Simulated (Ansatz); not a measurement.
Trial structure of Pt, not yet relaxed:

```
CELL_PARAMETERS angstrom
2.53434 0.00000 0.00000
0.00000 2.53434 0.00000
0.00000 0.00000 2.34859
ATOMIC_POSITIONS crystal
Pt 0.00000 0.00000 0.00000
```

These are results of Ansatz, DFT PBE, scalar-relativistic, plane waves, PAW, not measurements. Settings: cutoff 420 eV, Γ-centred mesh 6×6×8 on the computed 1-atom cell, Gaussian smearing of 0.10 eV; no spin polarisation.

Energies count from the standard state of Pt at the same level.

Question: How far from equilibrium is it?

Answer: The pressure is 60.2 GPa (the mean over three directions, positive in compression), the largest force is 0.00 eV/Å (symmetry fixes the atoms), and the energy is +1.12 eV/atom against the standard state. The shortest distance is 2.35 Å.

Question: How much does it gain on relaxing, and where does it end?

Answer: Relaxing gains about 0.66 eV/atom (the start's value is from the coarse mesh, so the gain is rough) in 12 ionic steps and ends at +0.46 eV/atom on the finer mesh. The symmetry goes from P4/mmm (No. 123) to Pm-3m (No. 221). The end has the simple cubic type. The volume per atom grows by 19.8 %, from 15.1 to 18.1 Å³. The shortest distance goes from 2.35 Å (Pt–Pt) to 2.62 Å (Pt–Pt). Conventional cell: a = 2.624 Å. Pt has 6 Pt at 2.62 Å.

The last run used a 20×20×20 mesh for its 1-atom cell and Gaussian smearing of 0.10 eV. These runs have no spin–orbit coupling, which can matter for Pt. The relaxation can't lower the symmetry of the start. Symmetry constrained the relaxation, so the result can be a saddle point.
